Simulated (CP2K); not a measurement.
Slab: MoS2, a slab with vacuum.

```
Mo S
1.0
     3.18413    0.00000    0.00000
    -1.59206    2.75753    0.00000
     0.00000    0.00000   17.33460
Mo S
1 2
Direct
  0.00000 0.00000 0.00000
  0.33333 0.66667 0.91051
  0.33333 0.66667 0.08949
```

Base run:

| Quantity | Value |
| --- | --- |
| Program | CP2K 2026.2 |
| Functional | PBEsol |
| Potentials or basis | GTH_POTENTIALS Mo GTH-PBE-q14, S GTH-PBE-q6; DZVP-MOLOPT-SR-GTH basis |
| Density cutoff | 6123 eV |
| k mesh | 7 × 7 × 2 |
| Occupations | fermi-dirac, width 0.05 eV |
| Spin | no spin polarisation |

Its results: band gap on the k mesh 1.79 eV, indirect (least direct gap 2.21 eV); largest force 0.039 eV/Å.

Problem. The run is repeated on the same cell with these changes: k mesh from 7 × 7 × 2 to 10 × 10 × 2. What comes out?

Solution. Band gap on the k mesh 1.66 eV, indirect (least direct gap 1.97 eV); largest force 0.040 eV/Å.

Caveats: the potentials were made for another functional, which shifts forces and pressure; the basis of atomic orbitals isn't converged, which shifts pressures, moduli and gaps.

A k mesh can miss the band edges.
